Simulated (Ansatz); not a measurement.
## Phases of Cr at 410 GPa

Structure types of Cr are relaxed in primitive cells with their symmetry kept at 410 GPa, first on PAW files, then by LAPW. The enthalpy is E + pV at zero temperature, without zero-point motion. Only the types listed were tried, and differences under about 5 meV/atom are mesh noise. Not among the end structures: fcc, which may lie lower.

Level of theory: DFT with PBE, scalar-relativistic, in Ansatz 0.2.0; Fermi–Dirac smearing of 0.1 eV, spin-polarised from start moments Cr 2 μB. LAPW: all electrons, basis error target 0.5 meV/atom; PAW: frozen-core files, cutoff 420 eV.

k meshes: bcc 22×22×22, hcp 20×20×11, simple hexagonal 21×21×20, omega 11×11×15, diamond 16×16×16.

Antiferromagnetic order, which Cr and Mn prefer near zero pressure, wasn't tried. The start moments died away, and the runs ended non-magnetic.

Q: Which type is lowest in enthalpy, and by how much?

A: bcc, 491 meV/atom below omega. The whole table:

| start type | ends as | a, b, c (Å) | V (Å³/atom) | H − H(lowest), LAPW (meV/atom) | same, PAW | moment (μB/atom) |
| --- | --- | --- | --- | --- | --- | --- |
| bcc | bcc, Im-3m | 2.379, 2.379, 2.379 | 6.73 | 0.0 | 0.0 | 0.00 |
| hcp | hcp, P6_3/mmc | 2.134, 2.134, 3.388 | 6.68 | 574.7 | 567.9 | 0.00 |
| simple hexagonal | simple hexagonal, P6/mmm | 2.055, 2.055, 1.846 | 6.75 | 1166.5 | 1153.9 | 0.00 |
| omega | omega, P6/mmm | 3.475, 3.475, 1.930 | 6.73 | 491.0 | 487.2 | 0.00 |
| diamond | diamond, Fd-3m | 3.918, 3.918, 3.918 | 7.52 | 5926.1 | 5864.9 | 0.00 |

Q: Split the lead of bcc over omega into energy and pV.

A: For omega less bcc: ΔE = +505.4 meV/atom, and p·ΔV = 410 GPa × -0.0056 Å³ × 6.242 meV/(GPa·Å³) = -14.4 meV/atom, together 491.0 meV/atom. bcc wins by its internal energy, though it is the less dense.
